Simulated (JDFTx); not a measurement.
PbF2 (Fluorocronite):

```
Pb F
1.0
     0.00000    2.96366    2.96366
     2.96366    0.00000    2.96366
     2.96366    2.96366    0.00000
Pb F
1 2
Direct
  0.00000 0.00000 0.00000
  0.75000 0.75000 0.75000
  0.25000 0.25000 0.25000
```

Base run:

* Program: JDFTx 1.7.0 (patched build)
* Functional: LDA
* Potentials or basis: PseudoDojo-SR-LDA-0.4.1-standard with smoothed tails
* Cutoff: 1143 eV
* Density cutoff: 9143 eV
* k mesh: 8 × 8 × 8
* Occupations: fermi-dirac, width 0.05 eV
* Spin: no spin polarisation

Its results: band gap on the k mesh 4.27 eV, indirect (least direct gap 4.43 eV); pressure -4.5 GPa.

Problem. The run is repeated on the same cell with these changes: functional from LDA to PBEsol; potentials or basis from PseudoDojo-SR-LDA-0.4.1-standard with smoothed tails to PseudoDojo-SR-PBEsol-0.4.1-standard with smoothed tails. What comes out?

Solution. Band gap on the k mesh 4.32 eV, indirect (least direct gap 4.47 eV); pressure -1.0 GPa.

Caveats: spin-orbit coupling is left out, which as a rule narrows the gap of such compounds by several tenths of an eV; the empty levels aren't tightly converged (some runs).

A k mesh can miss the band edges.
